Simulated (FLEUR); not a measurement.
# C (Fd-3m) in FLEUR: further runs, part 2 of 2

FLEUR MaX-R8.1 (patched build s14). The steps go on from the part before.

### 5 Equation of state, LDA (Perdew-Zunger), 5.67 Å³/atom

inp.xml reads:

```xml
<?xml version="1.0" encoding="UTF-8" standalone="no"?>
<fleurInput fleurInputVersion="0.39">
   <comment>
      C                                                                                                   
   </comment>
   <calculationSetup>
      <cutoffs Kmax="5.19" Gmax="16.1" GmaxXC="16.1" numbands="0"/>
      <scfLoop itmax="60" minDistance="0.00001" maxIterBroyd="15" imix="Anderson" alpha="0.05" precondParam="0.0" spinf="2.0"/>
      <coreElectrons ctail="T" frcor="F" kcrel="0" coretail_lmax="0"/>
      <xcFunctional name="pz" relativisticCorrections="F"/>
      <magnetism jspins="1"/>
      <soc l_soc="F" theta="0.0" phi="0.0" spav="F"/>
      <expertModes spex="0" secvar="F"/>
      <geometryOptimization l_f="F" forcealpha="1.0" forcemix="BFGS" epsdisp="0.00001" epsforce="0.00001"/>
      <ldaU l_linMix="F" mixParam="0.05" spinf="1.0"/>
   </calculationSetup>
   <cell>
      <bzIntegration valenceElectrons="8.0" mode="hist" fermiSmearingEnergy="0.00183747">
         <kPointListSelection listName="default-1"/>
         <!-- k-points included here -->
         <xi:include xmlns:xi="http://www.w3.org/2001/XInclude" href="kpts.xml"> </xi:include>
      </bzIntegration>
      <!-- symmetry operations included here -->
      <xi:include xmlns:xi="http://www.w3.org/2001/XInclude" href="sym.xml"> </xi:include>
      <bulkLattice scale="1.0000000000">
         <bravaisMatrix>
            <row-1>    0.0000000000000000     3.3700808788279017     3.3700808788279017</row-1>
            <row-2>    3.3700808788279017     0.0000000000000000     3.3700808788279017</row-2>
            <row-3>    3.3700808788279017     3.3700808788279017     0.0000000000000000</row-3>
         </bravaisMatrix>
      </bulkLattice>
   </cell>
   <atomSpecies>
      <species name="Carbon (C)" element="C" atomicNumber="6">
         <mtSphere radius="1.31" gridPoints="447" logIncrement="0.023"/>
         <atomicCutoffs lmax="5" lnonsphr="3"/>
         <electronConfig flipSpins="F">
            <coreConfig>(1s1/2)</coreConfig>
            <valenceConfig>(2s1/2) (2p1/2) (2p3/2)</valenceConfig>
            <stateOccupation state="(2p1/2)" spinUp="0.333333" spinDown="0.333333"/>
            <stateOccupation state="(2p3/2)" spinUp="0.666667" spinDown="0.666667"/>
         </electronConfig>
         <energyParameters s="2" p="2" d="3" f="4"/>
         <lo type="SCLO" l="0" n="2" eDeriv="2"/>
         <lo type="SCLO" l="1" n="2" eDeriv="2"/>
         <lo type="SCLO" l="2" n="3" eDeriv="2"/>
      </species>
   </atomSpecies>
   <atomGroups>
      <atomGroup species="Carbon (C)">
         <relPos label="                   1">-3.000/8.000 -3.000/8.000 -3.000/8.000</relPos>
         <relPos label="                   2">3.000/8.000 3.000/8.000 3.000/8.000</relPos>
         <force calculate="T" relaxXYZ="TTT"/>
      </atomGroup>
   </atomGroups>
   <output dos="F" band="F" slice="F">
      <checks vchk="F" cdinf="F"/>
      <bandDOS minEnergy="-.5*Htr" maxEnergy="0.5*Htr" sigma="0.015" storeEVData="T"/>
      <vacuumDOS vacdos="F" integ="F" star="F" nstars="0" locx1="0.0" locy1="0.0" locx2="0.0" locy2="0.0" nstm="0" tworkf="0.0"/>
      <unfoldingBand unfoldBand="F" supercellX="1" supercellY="1" supercellZ="1"/>
      <plotting iplot="0" polar="F">
         <plot TwoD="T" vec1="  1.0  0.0  0.0" vec2="  0.0  1.0  0.0" vec3="  0.0  0.0  1.0" zero="  0.0  0.0  0.0" file="plot"/>
      </plotting>
      <chargeDensitySlicing numkpt="0" minEigenval="0.0" maxEigenval="0.0" nnne="0" pallst="F"/>
      <specialOutput eonly="F"/>
      <magneticCircularDichroism mcd="F" energyLo="-10.0" energyUp="0.0"/>
   </output>
  <!-- We include the file relax.xml here to enable relaxations (see documentation) -->
  <xi:include xmlns:xi="http://www.w3.org/2001/XInclude" href="relax.xml"> <xi:fallback/> </xi:include>
</fleurInput>
```

The run is started by

```bash
$ inpgen -f crystal.txt -profile fastHighL
$ # inp.xml edited to the form shown
$ fleur
```

It took 5.3 s on 1 thread of Intel Xeon Platinum 8488C (Sapphire Rapids), shared host; peak memory 0.09 GiB.

It converged, with:

| Quantity | Value |
| --- | --- |
| Free energy | -2057.7850 eV |
| Band gap on the k mesh | 4.11 eV, indirect (least direct gap 5.56 eV) |
| Valence electrons inside the program's atomic spheres | C 1.96 (radii C 1.31 bohr) |

Caveat: an odd mesh through Γ misses points on the zone boundary, where band edges often lie.

### 6 Equation of state, LDA (Perdew-Zunger), 5.90 Å³/atom (volume scaled by 1.04)

inp.xml: that of step 5 with these lines changed.

```diff
@@ -24,3 +24,3 @@
       <xi:include xmlns:xi="http://www.w3.org/2001/XInclude" href="sym.xml"> </xi:include>
-      <bulkLattice scale="1.0000000000">
+      <bulkLattice scale="1.0131594038">
          <bravaisMatrix>
```

Potentials or basis: all-electron, FLAPW.

The run is started by

```bash
$ inpgen -f crystal.txt -profile fastHighL
$ # inp.xml edited to the form shown
$ fleur
```

Run time: 5.2 s. Hardware: 1 thread of Intel Xeon Platinum 8488C (Sapphire Rapids), shared host; peak memory 0.09 GiB.

The run converged. Its results:

```
Free energy                                           : -2057.7355 eV
Band gap on the k mesh                                : 4.01 eV, indirect (least direct gap 5.44 eV)
Valence electrons inside the program's atomic spheres : C 1.92 (radii C 1.31 bohr)
```

Caveat: an odd mesh through Γ misses points on the zone boundary, where band edges often lie.

### 7 Equation of state, LDA (Perdew-Zunger), 6.01 Å³/atom (volume scaled by 1.06)

inp.xml: that of step 6 with these lines changed.

```diff
@@ -24,3 +24,3 @@
       <xi:include xmlns:xi="http://www.w3.org/2001/XInclude" href="sym.xml"> </xi:include>
-      <bulkLattice scale="1.0131594038">
+      <bulkLattice scale="1.0196128224">
          <bravaisMatrix>
```

The run is started by

```bash
$ inpgen -f crystal.txt -profile fastHighL
$ # inp.xml edited to the form shown
$ fleur
```

Run time: 5.9 s. Hardware: 1 thread of Intel Xeon Platinum 8488C (Sapphire Rapids), shared host; peak memory 0.09 GiB.

The run converged. Its results:

```yaml
Free_energy: -2057.6952 eV
Band_gap_on_the_k_mesh: 3.97 eV, indirect (least direct gap 5.39 eV)
Valence_electrons_inside_the_program's_atomic_spheres: C 1.91 (radii C 1.31 bohr)
```

Caveat: an odd mesh through Γ misses points on the zone boundary, where band edges often lie.

### 8 Equation of state, LDA (Perdew-Zunger)

Potentials or basis: all-electron, FLAPW.

No new run: the results of the series are fitted here.

What came out:

```yaml
Equilibrium_volume: 5.56 Å³/atom
Bulk_modulus: 471 GPa
Pressure_derivative_of_the_bulk_modulus: "3.8 (rough: it moves with the points fitted)"
```

Energy against volume, from the lowest point:
| volume (Å³/atom) | energy (meV/atom) |
| --- | --- |
| 5.332 | 11.08 |
| 5.445 | 0.15 |
| 5.672 | 0.00 |
| 5.899 | 24.74 |
| 6.012 | 44.93 |

Caveat: small basis for a fit.

### 9 Comparison with measurements

Step 8. A measured bulk modulus of C is 444.8 GPa (quoted in “Equation of state of cubic boron nitride at high pressures and temperatures”, 2007, arxiv:cond-mat/0702656); the calculated 471 GPa misses it by +5.9 %. 3 values of this kind are on record (442 to 444.8 GPa); this one was drawn at random among those near their median, those with a stated uncertainty first. The fit is for a static lattice scaled at fixed shape and fixed fractional positions. The cell as given is a measured one (5.67 Å³/atom); LDA (Perdew-Zunger) puts the equilibrium volume -2.0 % from it, thermal expansion not counted.
